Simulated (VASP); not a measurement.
Here is a VASP 6.6.1 calculation.

Contents of INCAR:

```
SYSTEM = Pt
  PREC = Accurate
  ENCUT = 520
  EDIFF = 1E-7
  ISMEAR = 0
  SIGMA = 0.1
  LREAL = .False.
  LASPH = .True.
  NELM = 80
  ALGO = Fast
  ISIF = 3
  LWAVE = .False.
  LCHARG = .False.
  GGA = PS
  IBRION = 2
  NSW = 80
  EDIFFG = -0.002
  KPAR = 4
```

The input KPOINTS:

```
Automatic mesh
0
Gamma
  18 18 18
  0 0 0
```

The input POSCAR:

```
Pt
1.0
    0.0000000000      1.9609000000      1.9609000000
    1.9609000000      0.0000000000      1.9609000000
    1.9609000000      1.9609000000      0.0000000000
Pt
1
Direct
    0.0000000000      0.0000000000      0.0000000000
```

Potentials or basis: VASP PAW PBE potentials, release 64 (Pt).

Command:

```console
$ cat potpaw_PBE.64/Pt/POTCAR > POTCAR
$ mpirun -np 4 vasp_std > vasp.out
```

(1) Estimate the band gap on the k mesh.

(2) Predict the relaxed cell.

(3) What does it give for the relaxed volume?

(4) What does it give for the space group after relaxing (to 0.05 Å)?

Answers

(1) none (metal or under the smearing width).

(2) a = 2.769 Å, b = 2.769 Å, c = 2.769 Å, α = 60.00°, β = 60.00°, γ = 60.00°.

(3) 15.01 Å³/atom.

(4) Fm-3m (No. 225).

Caveat: the PAW data sets were made with another functional, which shifts forces and pressure a little.
